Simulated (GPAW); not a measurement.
# Does In15FeP16 (InP32 Fe1) carry moments in GPAW?, part 2 of 2

Wanted: the moments of In15FeP16 (InP32 Fe1) and the energy gained by spin polarisation.

GPAW 26.7.0; PBE; plane waves with GPAW's PAW setups, scalar-relativistic.

So far. Step 2 (Run 1 (ferro +)): After 32 cycles the largest moment stands at 3.42 μB.

**3. Start 2: no spin polarisation**

This run holds no moments, which gives a state to set the others against.

Contents of nospin.py:

```python
import json
import numpy as np
from ase import Atoms
from ase.parallel import paropen, parprint
from gpaw import GPAW

atoms = Atoms(['Fe', 'P', 'In', 'P', 'In', 'P', 'In', 'P', 'In', 'P', 'In', 'P', 'In', 'P', 'In', 'P', 'In', 'P', 'In', 'P', 'In', 'P', 'In', 'P', 'In', 'P', 'In', 'P', 'In', 'P', 'In', 'P'],
    cell=[[11.738, 0.0, 0.0],
         [0.0, 11.738, 0.0],
         [0.0, 0.0, 5.869]],
    scaled_positions=[[0.0, 0.0, 0.0],
         [0.125, 0.125, 0.25],
         [0.0, 0.25, 0.5],
         [0.125, 0.375, 0.75],
         [0.25, 0.0, 0.5],
         [0.375, 0.125, 0.75],
         [0.25, 0.25, 0.0],
         [0.375, 0.375, 0.25],
         [0.0, 0.5, 0.0],
         [0.125, 0.625, 0.25],
         [0.0, 0.75, 0.5],
         [0.125, 0.875, 0.75],
         [0.25, 0.5, 0.5],
         [0.375, 0.625, 0.75],
         [0.25, 0.75, 0.0],
         [0.375, 0.875, 0.25],
         [0.5, 0.0, 0.0],
         [0.625, 0.125, 0.25],
         [0.5, 0.25, 0.5],
         [0.625, 0.375, 0.75],
         [0.75, 0.0, 0.5],
         [0.875, 0.125, 0.75],
         [0.75, 0.25, 0.0],
         [0.875, 0.375, 0.25],
         [0.5, 0.5, 0.0],
         [0.625, 0.625, 0.25],
         [0.5, 0.75, 0.5],
         [0.625, 0.875, 0.75],
         [0.75, 0.5, 0.5],
         [0.875, 0.625, 0.75],
         [0.75, 0.75, 0.0],
         [0.875, 0.875, 0.25]],
    pbc=True)
atoms.calc = GPAW(mode={'name': 'pw', 'ecut': 450},
    xc='PBE',
    kpts={'size': (3, 3, 5), 'gamma': True},
    occupations={'name': 'fermi-dirac', 'width': 0.05},
    convergence={'density': 1e-05, 'energy': 1e-05},
    maxiter=200,
    mixer={'name': 'pulay', 'beta': 0.05, 'nmaxold': 6, 'weight': 50},
    symmetry={'tolerance': 1e-4},
    txt='nospin.txt')
e = atoms.get_potential_energy(force_consistent=True)
res = {'free_energy': e, 'energy_sigma0': atoms.get_potential_energy(), 'fermi_energy': atoms.calc.get_fermi_level()}
parprint(f'free energy: {e:.6f} eV')
atoms.calc.write('nospin.gpw')
with paropen('results.json', 'w') as f:
    json.dump(res, f)
```

Run with:

```console
> OMP_NUM_THREADS=1 mpirun -n 4 gpaw python nospin.py > nospin.log
```

Numbers of over 12 decimals in the logs are rounded to 6 here.

Log:

```text
free energy: -140.119982 eV

--- nospin.txt ---
Input parameters:
  mode=PW(ecut=450),
  convergence={'density': 1e-05, 'energy': 1e-05},
  kpts=MonkhorstPack(size=(3, 3, 5), gamma=True),
  maxiter=200,
  mixer=Pulay(name='pulay', nmaxold=6, beta=0.05, weight=50, sigma=0.015, g_ss=None),
  occupations=Occupations(name='fermi-dirac', width=0.05),
  symmetry=Symmetry(tolerance=0.0001),
  xc=XC(name='PBE')

Diagonalizing LCAO Hamiltonian
Converting LCAO to pw mode
        .----------------------------.
       /|                            |
      / |                            |
     /  |  P             P           |
    /   |       P              P     |
   /  In|            In              |
  /    P|         P   P          P   |
 *      .---In------------In---------.
 |     / P   P          P  P        /
 | In /       In In         In     /
 |   /         P             P    /
 |  /nP In         IP  In        /
 | /      In            In      /
 |/                            /
 Fe------------In-------------*

Atoms  # Å, Bohr magnetons
|    | symbol |         x |         y |        z |    initial magnetic moments |
|----|--------|-----------|-----------|----------|-----------------------------|
|  0 |     Fe |  0.000000 |  0.000000 | 0.000000 | ( 0.0000,  0.0000,  0.0000) |
|  1 |      P |  1.467250 |  1.467250 | 1.467250 | ( 0.0000,  0.0000,  0.0000) |
|  2 |     In |  0.000000 |  2.934500 | 2.934500 | ( 0.0000,  0.0000,  0.0000) |
|  3 |      P |  1.467250 |  4.401750 | 4.401750 | ( 0.0000,  0.0000,  0.0000) |
|  4 |     In |  2.934500 |  0.000000 | 2.934500 | ( 0.0000,  0.0000,  0.0000) |
|  5 |      P |  4.401750 |  1.467250 | 4.401750 | ( 0.0000,  0.0000,  0.0000) |
|  6 |     In |  2.934500 |  2.934500 | 0.000000 | ( 0.0000,  0.0000,  0.0000) |
|  7 |      P |  4.401750 |  4.401750 | 1.467250 | ( 0.0000,  0.0000,  0.0000) |
|  8 |     In |  0.000000 |  5.869000 | 0.000000 | ( 0.0000,  0.0000,  0.0000) |
|  9 |      P |  1.467250 |  7.336250 | 1.467250 | ( 0.0000,  0.0000,  0.0000) |
| 10 |     In |  0.000000 |  8.803500 | 2.934500 | ( 0.0000,  0.0000,  0.0000) |
| 11 |      P |  1.467250 | 10.270750 | 4.401750 | ( 0.0000,  0.0000,  0.0000) |
| 12 |     In |  2.934500 |  5.869000 | 2.934500 | ( 0.0000,  0.0000,  0.0000) |
| 13 |      P |  4.401750 |  7.336250 | 4.401750 | ( 0.0000,  0.0000,  0.0000) |
| 14 |     In |  2.934500 |  8.803500 | 0.000000 | ( 0.0000,  0.0000,  0.0000) |
| 15 |      P |  4.401750 | 10.270750 | 1.467250 | ( 0.0000,  0.0000,  0.0000) |
| 16 |     In |  5.869000 |  0.000000 | 0.000000 | ( 0.0000,  0.0000,  0.0000) |
| 17 |      P |  7.336250 |  1.467250 | 1.467250 | ( 0.0000,  0.0000,  0.0000) |
| 18 |     In |  5.869000 |  2.934500 | 2.934500 | ( 0.0000,  0.0000,  0.0000) |
| 19 |      P |  7.336250 |  4.401750 | 4.401750 | ( 0.0000,  0.0000,  0.0000) |
| 20 |     In |  8.803500 |  0.000000 | 2.934500 | ( 0.0000,  0.0000,  0.0000) |
| 21 |      P | 10.270750 |  1.467250 | 4.401750 | ( 0.0000,  0.0000,  0.0000) |
| 22 |     In |  8.803500 |  2.934500 | 0.000000 | ( 0.0000,  0.0000,  0.0000) |
| 23 |      P | 10.270750 |  4.401750 | 1.467250 | ( 0.0000,  0.0000,  0.0000) |
| 24 |     In |  5.869000 |  5.869000 | 0.000000 | ( 0.0000,  0.0000,  0.0000) |
| 25 |      P |  7.336250 |  7.336250 | 1.467250 | ( 0.0000,  0.0000,  0.0000) |
| 26 |     In |  5.869000 |  8.803500 | 2.934500 | ( 0.0000,  0.0000,  0.0000) |
| 27 |      P |  7.336250 | 10.270750 | 4.401750 | ( 0.0000,  0.0000,  0.0000) |
| 28 |     In |  8.803500 |  5.869000 | 2.934500 | ( 0.0000,  0.0000,  0.0000) |
| 29 |      P | 10.270750 |  7.336250 | 4.401750 | ( 0.0000,  0.0000,  0.0000) |
| 30 |     In |  8.803500 |  8.803500 | 0.000000 | ( 0.0000,  0.0000,  0.0000) |
| 31 |      P | 10.270750 | 10.270750 | 1.467250 | ( 0.0000,  0.0000,  0.0000) |

Unit cell  # Å
| periodic |         x |         y |        z |   lengths |    angles |
|----------|-----------|-----------|----------|-----------|-----------|
|      yes | 11.738000 |  0.000000 | 0.000000 | 11.738000 | 90.000000 |
|      yes |  0.000000 | 11.738000 | 0.000000 | 11.738000 | 90.000000 |
|      yes |  0.000000 |  0.000000 | 5.869000 |  5.869000 | 90.000000 |

Number of symmetries: 8

BZ-sampling:
  Number of BZ points: 45
  Number of IBZ points: 9

  Monkhorst-Pack size: [3, 3, 5]
  Monkhorst-Pack shift: [0, 0, 0]

Plane wave coefficients: 17550
Cutoff: 450.000000 eV

Spin-components: 1 (collinear spins)
Bands:           174
Projectors:      176
Spin-degeneracy: 2
Datatype:        complex128

Parallelization:
  kpt:    2
  domain: 2
  band:   1

Density:
  Valence electrons: 283.0
  Components: 1
  Grid points: [60 60 30]
  Charge: 0.0  # |e|

Potential:
  Grid points: [60 60 30]

[... setups left out ...]
Reference energy: -2583097.368041  # eV

eigensolver:
  PPCG
  Converge bands: occupied
  niter=2

density mixing:
  Pulay-Mixer
  Linear mixing parameters: 0.05
  Old densities: 6
  Fourier metric: weight=50, sigma=0.015

occupation numbers:
  Fermi-Dirac:
    width: 0.0500  # eV

poisson solver:
  ecut: 3600.000000  # eV

xc functional:
  name: PBE with 2 nearest neighbor stencil

convergence criteria:
- Maximum integral of absolute [dens]ity change: 1e-05 electrons / valence electron
- Maximum [total energy] change in last 3 cyles: 1e-05 eV / valence electron
- Maximum integral of absolute [eigenst]ate change: 4e-08 eV^2 / valence electron
maximum number of iterations: 200

SCF iterations
|iter     |      energy | eigst |  dens |
|---------|-------------|-------|-------|
|iter:   1|       0s | -146.344800 | -0.24 |       |
|iter:   2|       9s | -144.245775 | -1.34 | -1.10 |
|iter:   3|      17s | -143.372767 | -2.36 | -1.15 |
|iter:   4|      26s | -140.221975 | -1.15 | -1.19 |
|iter:   5|      34s | -140.209481 | -2.09 | -1.51 |
|iter:   6|      43s | -140.130805 | -2.65 | -1.57 |
|iter:   7|      51s | -140.096961 | -2.71 | -2.02 |
|iter:   8|      60s | -140.072038 | -3.49 | -2.19 |
|iter:   9|      68s | -140.076564 | -3.78 | -2.58 |
|iter:  10|      77s | -140.068339 | -4.13 | -2.66 |
|iter:  11|      85s | -140.068194 | -5.27 | -3.13 |
|iter:  12|      94s | -140.068151c| -6.16 | -3.24 |
|iter:  13|     103s | -140.068154c| -6.82 | -3.30 |
|iter:  14|     111s | -140.068329c| -5.89 | -3.34 |
|iter:  15|     120s | -140.068368c| -7.03 | -3.53 |
|iter:  16|     128s | -140.068415c| -6.91 | -3.61 |
|iter:  17|     137s | -140.068419c| -7.35 | -3.79 |
|iter:  18|     145s | -140.068418c| -6.91 | -3.88 |
|iter:  19|     154s | -140.068418c| -7.62c| -4.15 |
|iter:  20|     158s | -140.068421c| -7.45c| -4.23 |
|iter:  21|     167s | -140.068421c| -7.71c| -4.40 |
|iter:  22|     175s | -140.068421c| -8.07c| -4.74 |
|iter:  23|     179s | -140.068420c| -7.72c| -4.78 |
|iter:  24|     184s | -140.068420c| -8.35c| -4.93 |
|iter:  25|     188s | -140.068420c| -8.81c| -5.05c|

Converged in 25 steps
Energy contributions relative to reference atoms: (reference = -2583097.368041)

Energy contributions:
  Kinetic:         330.379051
  Coulomb:        -305.673601
  Zero:              3.101396
  External:          0.000000
  Xc:             -167.823704
  Entropy:          -0.103124
  Spinorbit:         0.000000
  ----------------------------
  Free energy:    -140.119982
  Extrapolated:   -140.068420

dipole moment: (-146.663806, -146.663806, -152.162419)  # |e|*Ang

Fermi level: 5.180
Eigenvalues  # (at kpt = [0.000, 0.000, 0.000])
| band index |      eig [eV] | occ [0-2] |
|------------|---------------|-----------|
|          0 |        -9.572 |     2.000 |
|        ... |               |           |
|        133 |         3.599 |     2.000 |
|        134 |         3.599 |     2.000 |
|        135 |         3.698 |     2.000 |
|        136 |         4.360 |     2.000 |
|        137 |         4.416 |     2.000 |
|        138 |         4.416 |     2.000 |
|        139 |         4.602 |     2.000 |
|        140 |         4.633 |     2.000 |
|        141 |         5.408 |     0.021 |
|        142 |         5.481 |     0.005 |
|        143 |         5.481 |     0.005 |
|        144 |         5.533 |     0.002 |
|        145 |         6.616 |     0.000 |
|        146 |         6.616 |     0.000 |
|        147 |         6.624 |     0.000 |
|        148 |         7.058 |     0.000 |
|        ... |               |           |
|        173 |         9.614 |     0.000 |

No gap
No difference between direct/indirect transitions
```

Wall time 3.4 min (4 MPI ranks of AMD EPYC 9B45 (Zen 5), shared host); peak memory 2 GiB.

This step gave:

- final state: non-magnetic (no spin polarisation)

It lies 1337 meV a seeded atom over the first start.

**4. Ranking**

These are free energies at a smearing of 0.05 eV, so its entropy term is in the differences. They are divided by the number of seeded atoms, so that cells of unlike size compare.

Orders:

```csv
start,final state,typed order kept,energy over the lowest (meV a seeded atom),largest site moment (μB),net moment (μB a primitive cell),mesh matched,CPU time (s)
ferro +,ferromagnetic,yes,0,3.422,4.892,yes,1996
no spin polarisation,non-magnetic,-,1337,0,0,yes,819.3
```

**5. Summary of results**

| Property | Result |
| --- | --- |
| lower run | with moments |
| largest site moment | 3.42 μB |
| energy gained by spin polarisation | 1337 meV a seeded atom |

What this shows: The crystal holds moments, up to 3.42 μB, and gains 1337 meV a seeded atom by them. No antiferromagnetic order was tried, so the session says nothing on how the moments order.

[Logs and program files are shortened in this print: banners, set-up blocks, solver, clock and traceback lines can be left out without a mark of their own.]

[Logs are printed without paths, hosts, clocks, repeated set-up lines and the standing remarks that a program may print on its own settings, such as how far it seeks lower states.]

[Hosts, paths, dates, database ids (printed as entryN), source tags and the programs' standing remarks are cut or masked in the printed files.]

[Where a cell is said to come from a database of computed structures, the database is the Materials Project.]
